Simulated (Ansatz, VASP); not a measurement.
# TiO2 in VASP and in Ansatz

```
Ti O
1.0
     4.59685    0.00000    0.00000
     0.00000    4.59685    0.00000
     0.00000    0.00000    2.95349
Ti O
2 4
Direct
  0.00000 0.00000 0.00000
  0.50000 0.50000 0.50000
  0.30464 0.30464 0.00000
  0.19536 0.80464 0.50000
  0.80464 0.19536 0.50000
  0.69536 0.69536 0.00000
```

The cell was built by a generator and needn't be a form met in nature.

Alike in both runs: task single point; functional PBE; k mesh 6 × 6 × 8; occupations fermi-dirac, width 0.02 eV; no spin polarisation.

```csv
,VASP,Ansatz
version,VASP 6.6.1,Ansatz 0.2.0
potentials or method,"VASP PAW PBE potentials, release 64 (Ti_sv, O)","plane waves, PAW"
plane-wave cutoff (eV),520,420
valence electrons in the cell,48,48
```

|  | VASP | Ansatz | Ansatz less VASP |
| --- | --- | --- | --- |
| gap on the k mesh at the Fermi level (eV) | 1.86 | 1.89 | +0.027 |
| pressure (GPa) | 5.9 | 5.2 | -0.69 |
| largest component of the traceless stress (GPa) | 0.04 | 0.17 | +0.123 |
| rms of the force components (eV/Å) | 0.038 | 0.026 | -0.0125 |

Atom by atom the forces differ by 0.013 eV/Å (rms over components).

A k mesh can miss the band edges. Expect the measured gap to be larger: semilocal functionals such as PBE lack the derivative discontinuity.
